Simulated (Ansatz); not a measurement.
Runs of Ansatz 0.2.0 on Ba. The structure is cubic, space group Im-3m (No. 229). The conventional cell has a = 5.013 Å, b = 5.013 Å, c = 5.013 Å, α = 90.00°, β = 90.00°, γ = 90.00°. Ba (site symmetry m-3m) is surrounded by 8 Ba at 4.34 Å. 

```csv
task,level,potentials or basis,spin,cell,k mesh,cutoff (eV),smearing,driver,delta,atoms under strain,other keys,gap on the mesh (eV),pressure (GPa)
electron localisation function,LDA+D4,Ansatz PAW,"SOC, no magnetisation",cell strained at random at fixed volume,6 × 6 × 6,420,cold 0.1 eV,-,-,-,-,none,-1.6
density of states,r2SCAN+D3(BJ),Ansatz PAW,"SOC, no magnetisation",as given,8 × 8 × 8,450,fermi-dirac 0.1 eV,-,-,-,basis.ecutwfc = 33.1 Ry,none,(a)
projected density of states,HSE06+D4,Ansatz PAW,"SOC, no magnetisation",as given,5 × 5 × 5,420,fermi-dirac 0.01 eV,-,-,-,-,none,-0.1
projected density of states,LDA,JTH PAW,off,as given,8 × 8 × 8,660,cold 0.025 eV,-,-,-,-,none,-1.3
```

Fill in the values left out.

(a) 0.0.

Caveats: pairwise dispersion overbinds metals, which lowers pressure and volume (some runs); the PAW data sets come from PBE, with cores solved anew for the run's functional, which leaves a small shift of forces and pressure (some runs); the dispersion damping was fitted for another functional or another form of the correction (some runs); the cutoff lies under the one recommended for these potentials (some runs); the thresholds are loose for stress (some runs); this barium file gives pressures and gaps apart from those of other sets (some runs).

A k mesh can miss the band edges, and rows without SOC leave out spin-orbit coupling on Ba.

A gap of «none» marks a metal or a gap under the smearing width.
